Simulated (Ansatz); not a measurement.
# Ta in Ansatz: the effect of functional

Crystal: Ta.

```xyz
1
Lattice="-1.7138 1.6638 1.6060 1.6932 -1.6823 1.6038 1.6862 1.6547 -1.6245" Properties=species:S:1:pos:R:3 pbc="T T T"
Ta    0.0000    0.0000    0.0000
```

The cell isn't the ideal one: cell sheared at random, sigma 0.03, atoms nudged by 0.01 Å.

Alike in all runs:

```yaml
Program: Ansatz 0.2.0
Task: band structure
Potentials_or_basis: Ansatz PAW
k_mesh: 7 × 7 × 6
Occupations: fermi-dirac, width 0.05 eV
Spin: no spin polarisation
```

| functional | cutoff | pressure (GPa) |
| --- | --- | --- |
| LDA | 420 eV (not typed: the program's choice for these potentials) | -8.4 |
| PBEsol | 420 eV (not typed: the program's choice for these potentials) | -3.3 |
| r2SCAN | 500 eV (not typed: the program's choice for these potentials) | ? |

Task: What does the run with functional r2SCAN give?

Result: Pressure 0.8 GPa.

Caveats: all runs use coarse meshes; the PAW data sets come from PBE, with cores solved anew for the run's functional, which leaves a small shift of forces and pressure.
